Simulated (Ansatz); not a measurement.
# TiO2 (P4_2/mnm) in Ansatz: settings compared

The runs below take TiO2 through band structure, with BLYP, PBE.

All numbers are computed with Ansatz 0.2.0; they aren't measurements. Logs are shortened: lines on timing, memory, paths and dates and some standing lists are left out, and cuts for length are marked.

**What was measured.**

From “Shallow Valence Band of Rutile GeO2 and P-type Doping”, 2020, arxiv:2011.08928, for a bulk crystal of TiO2 at 1.6 K: band gap 3.03 eV (direct).

The results are compared with them further down.

**1. The crystal as given**

The structure is tetragonal, space group P4_2/mnm (No. 136). The conventional cell has a = 4.600 Å, b = 4.600 Å, c = 2.959 Å, α = 90.00°, β = 90.00°, γ = 90.00°. Ti (site symmetry mmm) has 6 O at 1.95 to 1.98 Å as nearest neighbours. O (site symmetry m2m) is surrounded by 3 Ti at 1.95 to 1.98 Å.

The cell is a database's computed one.

**2. Band structure, BLYP**

input.yaml

```yaml
crystal:
  lattice:
    - [4.5998373239, 0.0, 0.0]
    - [0.0, 4.5998373239, 0.0]
    - [0.0, 0.0, 2.95921356]
  atoms:
    - { symbol: Ti, position: [0.0, 0.0, 0.5] }
    - { symbol: Ti, position: [0.5, 0.5, 0.0] }
    - { symbol: O, position: [0.30432132, 0.30432132, 0.5] }
    - { symbol: O, position: [0.19567868, 0.80432132, 0.0] }
    - { symbol: O, position: [0.80432132, 0.19567868, 0.0] }
    - { symbol: O, position: [0.69567868, 0.69567868, 0.5] }
hamiltonian:
  xc: blyp
  pseudopotentials: { kind: paw }
kpoints:
  mp_grid: { grid: [6, 6, 9] }
  band_path:
    path:
      - [[0.0, 0.0, 0.0], [0.0, 0.5, 0.0], [0.5, 0.5, 0.0], [0.0, 0.0, 0.0], [0.0, 0.0, 0.5], [0.0, 0.5, 0.5], [0.5, 0.5, 0.5], [0.0, 0.0, 0.5]]
      - [[0.0, 0.5, 0.0], [0.0, 0.5, 0.5]]
      - [[0.5, 0.5, 0.0], [0.5, 0.5, 0.5]]
    npoints: 14
scf:
  occupations: { method: fermi_dirac, width: 0.05 }
  n_extra_bands: 15
output:
  forces: true
  stress: true
  eigenvalues: true
  fatbands: false
```

Potentials or basis: Ansatz PAW.

The run is started by

```bash
$ ansatz run input.yaml --threads 2 --pin off --max-ram 5632MiB --backend cpu --events-out ev --progress --plain --runs-dir out
```

Standard output:

```text
Warning: RAYON_NUM_THREADS=2 ignored (pool sized by the plan → 2); use --threads N
scf.n_extra_bands = 15 over 24 filled bands (N_el = 48.0): the run solves 39 bands
Engine: ansatz 0.2.0, x86_64-unknown-linux-gnu
Pseudopotentials: kind: paw
Pseudopotential: Ti, paw, valence charge 12, recommended cutoff 420 eV (normal), Ti.paw.azcp
Pseudopotential: O, paw, valence charge 6, recommended cutoff 420 eV (normal), O.paw.azcp
Functional definition: BLYP
  parameter beta = 0.0042
  parameter a = 0.04918
  parameter b = 0.132
  parameter c = 0.2533
  parameter d = 0.349
  exchange = b88_x(beta = beta)
  correlation = lyp_c(a = a, b = b, c = c, d = d)
Crystal: 6 atoms, lattice volume = 62.613 Å³
Basis set: ecut = 420 eV, 1217 PW (Γ), exchange–correlation on 64×64×40 points (8 copies of the dense FFT grid, shifted against one another)
Bands: 39, of which v1, the nominal top of the filled ones, is band 24 counted from 1 (23 counted from 0)
Symmetry: 16 space group operations
Space group: P42/mnm (ITA 136), of the structure as read, at distance tolerance 4.0e-5 Å
k-points: 50 of 324
Non-local potential: Ti, projectors of the file, l = 0: 3, l = 1: 2, l = 2: 3, l = 3: 1
Non-local potential: O, projectors of the file, l = 0: 2, l = 1: 2, l = 2: 1
PAW form: soft (Blöchl's): semilocal exchange-correlation on the pseudo side does not see the compensation charge
PAW frozen core: Ti, regenerated for the run's functional, and the local potential with it (the file was generated under x = pbe(κ = 0.804, μ = 0.2195149727645171), c = pbe(β = 0.06672455060314922))
PAW frozen core: O, regenerated for the run's functional, and the local potential with it (the file was generated under x = pbe(κ = 0.804, μ = 0.2195149727645171), c = pbe(β = 0.06672455060314922))
PAW one-centre angular grid: Ti, 590 points (default); XC on 64 Gauss nodes
PAW one-centre angular grid: O, 110 points (default); XC on 64 Gauss nodes
Initial density: superposition of atomic densities (neutral atoms: chi_scale 0, normalization atom), corrected by the library's trained network
Initial wavefunctions: pseudopotential atomic-orbital guess
Functional: x = b88, c = lyp
SCF iter   1: F=—  HF=-7298.193130 eV  |F-HF|=—  |Δ(HF+E_count)|=         —  Δρ=2.02e-2  dr2=1.72e-1  ethr=1.77e-3  ⟨swp⟩=5.8  Hψ=8214  notcnv=0  defer=76
preconditioner: auto → Resta (q_TF=auto, 2.610 Å⁻¹)  ε∞=4.7  [insulator: Δε(μ)=2.014 eV  Ē_g=13.712 eV  σ=0.050 eV  W_gap=1.00  n_scr=18 (ndim 8)  ℏωp=26.5 eV  f_vac=0.019  D(μ)=0.00/eV (n_scr^D=0)  ε∞_Penn≈4.7]
SCF iter   2: F=—  HF=-7298.162711 eV  |F-HF|=—  |Δ(HF+E_count)|=   3.04e-2  Δρ=9.96e-3  dr2=6.82e-2  ethr=3.58e-4  ⟨swp⟩=2.4  Hψ=3281  notcnv=0  defer=354
SCF iter   3: F=—  HF=-7298.151400 eV  |F-HF|=—  |Δ(HF+E_count)|=   1.13e-2  Δρ=2.72e-3  dr2=2.85e-3  ethr=1.42e-4  ⟨swp⟩=2.2  Hψ=2441  notcnv=0  defer=354
SCF iter   4: F=—  HF=-7298.150841 eV  |F-HF|=—  |Δ(HF+E_count)|=   5.59e-4  Δρ=5.60e-4  dr2=1.39e-4  ethr=5.93e-6  ⟨swp⟩=2.0  Hψ=2403  notcnv=0  defer=354
SCF iter   5: F=—  HF=-7298.150931 eV  |F-HF|=—  |Δ(HF+E_count)|=   8.98e-5  Δρ=9.10e-5  dr2=3.05e-6  ethr=2.89e-7  ⟨swp⟩=2.3  Hψ=2530  notcnv=0  defer=354
SCF iter   6: F=—  HF=-7298.151114 eV  |F-HF|=—  |Δ(HF+E_count)|=   1.84e-4  Δρ=1.63e-5  dr2=1.43e-7  ethr=6.35e-9  ⟨swp⟩=2.5  Hψ=2696  notcnv=0  defer=354
SCF iter   7: F=-7298.151114 eV  HF=-7298.151114 eV  |F-HF|=1.44e-8  |Δ(HF+E_count)|=   7.21e-8  Δρ=5.22e-6  dr2=1.89e-8  ethr=2.08e-10  ⟨swp⟩=8.9  Hψ=7808  notcnv=0
SCF 1 converged in 7 iterations: F = -7298.151114 eV  dr2 = 1.89e-8
NSCF: frozen V_eff on 129 k-points
SCF converged after 7 iterations
Free energy (F): -7298.151114 eV
Harris-Foulkes:  -7298.151114 eV  (|F-HF|=1.44e-8)
Internal energy: -7298.151114 eV  (E = F + TS)
E sigma→0 (E₀):  -7298.151114 eV
Fermi energy:    10.285896 eV
--- Per-component energies (eV) ---
  E_band       = -377.732074
  E_kinetic    = 1248.717919
  E_local      = -3098.981777  (includes V_loc(G=0)·N_el)
  E_nonlocal   = 199.714908
  E_hartree    = 1182.641967
  E_xc         = -486.964973
  E_vxc        = -615.387191  (∫ρ·V_xc dr)
  E_paw        = -2750.239156  (= ΣΔE_a)
  E_vpaw       = -477.086347  (= ΣTr[D̂ρ^β])
  E_aug_tail   = 0.010324  (compensation charges beyond the density's cutoff)
  E_ewald      = -3593.095214
  E_core_change = 0.044886  (= ΣΔE_core)
  E_smearing   = -0.000000  (= −TS)
  E_closure    = 0.000000  (closes the sum)
  Σ components = -7298.151114   (vs F -7298.151114, Δ=0.00e0)
--- Forces (eV/Å), atoms counted from 1 ---
  atom   1  Ti     0.00000000    -0.00000000     0.00000000
  atom   2  Ti     0.00000000     0.00000000     0.00000000
  atom   3  O     -0.04754796    -0.04754796     0.00000000
  atom   4  O      0.04754796    -0.04754796     0.00000000
  atom   5  O     -0.04754796     0.04754796     0.00000000
  atom   6  O      0.04754796     0.04754796     0.00000000
  max |Σ_I F_I| component: 6.94e-18 eV/Å
--- Stress (GPa, compression-positive) ---
        9.810946       0.000000       0.000000
        0.000000       9.810946       0.000000
        0.000000       0.000000      10.033167
  P = ⅓ Tr σ = 9.8850 GPa (98.850 kbar)
--- Band table (eV; the first three rows and the last of 50) ---
  k-point 0: bands = ["-47.4441", "-47.4274", "-23.8134", "-23.8134", "-23.6523", "-23.6523", "-23.6173", "-23.5833", "-8.7141", "-7.5590", "-6.8373", "-6.8373", "3.7261", "4.0975", "4.5348", "5.5933", "5.5933", "6.8717", "6.8717", "7.4207", "8.6779", "8.9270", "8.9270", "9.3791", "11.2414", "11.5359", "11.7526", "11.8550", "11.8550", "13.7207", "13.8902", "15.8846", "15.8846", "16.9022", "17.4911", "21.2936", "21.2936", "24.0850", "25.2411"]
  k-point 1: bands = ["-47.4390", "-47.4232", "-23.8000", "-23.8000", "-23.6689", "-23.6500", "-23.6500", "-23.6378", "-8.5876", "-7.4877", "-6.8974", "-6.8974", "3.9015", "4.2301", "4.6754", "5.4603", "5.4603", "7.0583", "7.1180", "7.1180", "8.1815", "8.6835", "8.6835", "9.3196", "11.5397", "11.6496", "11.6751", "12.0135", "12.0135", "13.7922", "13.9023", "15.7073", "15.7073", "16.7230", "17.8643", "21.7755", "21.7755", "24.1145", "25.1115"]
  k-point 2: bands = ["-47.4257", "-47.4128", "-23.7975", "-23.7735", "-23.7647", "-23.7647", "-23.6451", "-23.6451", "-8.2496", "-7.3207", "-7.0488", "-7.0488", "4.3653", "4.5677", "5.0877", "5.3328", "5.3328", "6.2938", "7.2094", "7.5362", "7.5362", "8.0860", "8.0860", "9.0424", "11.5817", "11.8562", "12.0640", "12.3792", "12.3792", "13.5098", "14.2977", "15.4166", "15.4166", "16.2070", "18.8358", "22.8992", "22.8992", "24.2186", "24.5892"]
  k-point 49: bands = ["-47.3968", "-47.3968", "-24.0253", "-24.0253", "-23.6863", "-23.6863", "-23.6507", "-23.6507", "-7.4229", "-7.4229", "-7.1882", "-7.1882", "4.7399", "4.7399", "4.9039", "4.9039", "5.8870", "5.8870", "6.7181", "6.7181", "8.0678", "8.0678", "8.6799", "8.6799", "12.0022", "12.0022", "12.5365", "12.5365", "12.5495", "12.5495", "15.2497", "15.2497", "15.2789", "15.2789", "21.2923", "21.2923", "23.8240", "23.8240", "24.3463"]
```

Wall time 14 s (2 threads of Intel Xeon at 2.50GHz (Skylake/Cascade Lake), shared host); peak memory 0.43 GiB.

What came out:

```yaml
Free_energy: -7298.1511 eV
Pressure: 9.9 GPa
Largest_force: 0.067 eV/Å
Band_gap_on_the_k_mesh: 1.86 eV, direct
Band_gap_along_the_path: 1.86 eV, direct
```

Forces in eV/Å, atoms in the order of the input:
```
Ti   0.000  0.000  0.000
Ti   0.000  0.000  0.000
O   -0.048 -0.048  0.000
O    0.048 -0.048  0.000
O   -0.048  0.048  0.000
O    0.048  0.048  0.000
```

Stress tensor (GPa, compression positive):
```
 9.81  0.00  0.00
 0.00  9.81  0.00
 0.00  0.00 10.03
```

Levels at the corners of the path, in eV from the valence-band top:
```tsv
point	band 22	band 23	band 24	band 25	band 26	band 27
Γ	-0.45	-0.45	0.00	1.86	2.16	2.37
X	-1.63	-0.72	-0.72	2.52	2.52	2.99
M	-1.29	-1.06	-1.06	1.90	1.90	2.50
Γ	-0.45	-0.45	0.00	1.86	2.16	2.37
Z	-2.32	-1.41	-1.41	2.94	2.94	3.15
R	-2.01	-1.02	-1.02	1.91	1.91	3.17
A	-1.28	-0.67	-0.67	2.58	2.58	3.19
Z	-2.32	-1.41	-1.41	2.94	2.94	3.15
X	-1.63	-0.72	-0.72	2.52	2.52	2.99
R	-2.01	-1.02	-1.02	1.91	1.91	3.17
M	-1.29	-1.06	-1.06	1.90	1.90	2.50
A	-1.28	-0.67	-0.67	2.58	2.58	3.19
```

Caveat: the pressure holds a Pulay correction of +0.9 GPa for the finite cutoff; the PAW data sets come from PBE, with cores solved anew for the run's functional, which leaves a small shift of forces and pressure.

**3. Band structure, PBE**

Changes to input.yaml since step 2:

```diff
@@ -13,3 +13,3 @@
 hamiltonian:
-  xc: blyp
+  xc: pbe
   pseudopotentials: { kind: paw }
```

Potentials or basis: Ansatz PAW.

The run is started by

```bash
$ ansatz run input.yaml --threads 2 --pin off --max-ram 5632MiB --backend cpu --events-out ev --progress --plain --runs-dir out
```

Wall time 12 s (2 threads of Intel Xeon at 2.50GHz (Skylake/Cascade Lake), shared host); peak memory 0.43 GiB.

It converged, with:

```
Free energy             : -7277.2876 eV
Pressure                : 4.2 GPa
Largest force           : 0.004 eV/Å
Band gap on the k mesh  : 1.87 eV, direct
Band gap along the path : 1.87 eV, direct
```

Forces on the atoms (eV/Å):
```
Ti   0.000  0.000  0.000
Ti   0.000  0.000  0.000
O    0.003  0.003  0.000
O   -0.003  0.003  0.000
O    0.003 -0.003  0.000
O   -0.003 -0.003  0.000
```

Stress tensor (GPa, compression positive):
```
4.52 0.00 0.00
0.00 4.52 0.00
0.00 0.00 3.70
```

Levels at the corners of the path, in eV from the valence-band top:
```csv
point,band 20,band 21,band 22,band 23,band 24,band 25,band 26,band 27,band 28,band 29
Γ,-1.98,-0.70,-0.45,-0.45,0.00,1.87,2.15,2.40,2.50,2.50
X,-3.05,-1.64,-1.64,-0.74,-0.74,2.53,2.53,3.02,3.02,3.56
M,-2.18,-1.31,-1.31,-1.07,-1.07,1.90,1.90,2.52,2.52,3.82
Γ,-1.98,-0.70,-0.45,-0.45,0.00,1.87,2.15,2.40,2.50,2.50
Z,-2.76,-2.36,-2.36,-1.42,-1.42,2.97,2.97,3.17,3.17,3.65
R,-2.37,-2.03,-2.03,-1.03,-1.03,1.91,1.91,3.19,3.19,3.90
A,-2.73,-1.29,-1.29,-0.67,-0.67,2.60,2.60,3.20,3.20,3.21
Z,-2.76,-2.36,-2.36,-1.42,-1.42,2.97,2.97,3.17,3.17,3.65
X,-3.05,-1.64,-1.64,-0.74,-0.74,2.53,2.53,3.02,3.02,3.56
R,-2.37,-2.03,-2.03,-1.03,-1.03,1.91,1.91,3.19,3.19,3.90
M,-2.18,-1.31,-1.31,-1.07,-1.07,1.90,1.90,2.52,2.52,3.82
A,-2.73,-1.29,-1.29,-0.67,-0.67,2.60,2.60,3.20,3.20,3.21
```

Caveat: the pressure holds a Pulay correction of +0.7 GPa for the finite cutoff.

**4. Comparison with measurements**

Step 2. Against the measured gap of TiO2, 3.03 eV (direct; 1.6 K; quoted in “Shallow Valence Band of Rutile GeO2 and P-type Doping”, 2020, arxiv:2011.08928), the calculated 1.86 eV is off by -1.17 eV. 2 values of this kind are on record in papers (3.03 to 3.05 eV); this one was drawn at random among those near their median. The value is that of BLYP, without temperature or zero-point motion. Semilocal functionals fall short of measured gaps as a rule. The cell is a database's relaxed one, not the measured one, which moves gaps too.

Step 3. Measured gap of TiO2: 3.03 eV (direct; 1.6 K; quoted in “Shallow Valence Band of Rutile GeO2 and P-type Doping”, 2020, arxiv:2011.08928). This calculation gives 1.87 eV (-1.16 eV). 2 values of this kind are on record in papers (3.03 to 3.05 eV); this one was drawn at random among those near their median. The value is that of PBE, without temperature or zero-point motion. Semilocal functionals fall short of measured gaps as a rule. The cell is a database's relaxed one, not the measured one, which moves gaps too.
